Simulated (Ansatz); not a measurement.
## TiSi in Ansatz: the effect of functional

The system is TiSi.

```xyz
2
Lattice="1.7791 -2.0744 0.0000 1.7791 2.0744 0.0000 0.0000 0.0000 3.7263" Properties=species:S:1:pos:R:3 pbc="T T T"
Ti    1.7791    0.0000    0.0000
Si    0.0000    0.0000    1.8631
```

The cell comes from a database or a generator and needn't be the stable form of this composition.

The cell isn't the ideal one: volume scaled by 0.94.

Alike in all runs:

- Program: Ansatz 0.2.0
- Task: single point
- Potentials or basis: Ansatz PAW
- k mesh: 10 × 10 × 7
- Occupations: fermi-dirac, width 0.05 eV
- Spin: no spin polarisation

```tsv
functional	cutoff	pressure (GPa)
LDA	420 eV (not typed: the program's choice for these potentials)	0.7
PBEsol	420 eV (not typed: the program's choice for these potentials)	?
r2SCAN	500 eV (not typed: the program's choice for these potentials)	7.7
```

Problem. What does the run with functional PBEsol give?

Solution. Pressure 4.8 GPa.

Caveats: the PAW data sets come from PBE, with cores solved anew for the run's functional, which leaves a small shift of forces and pressure.
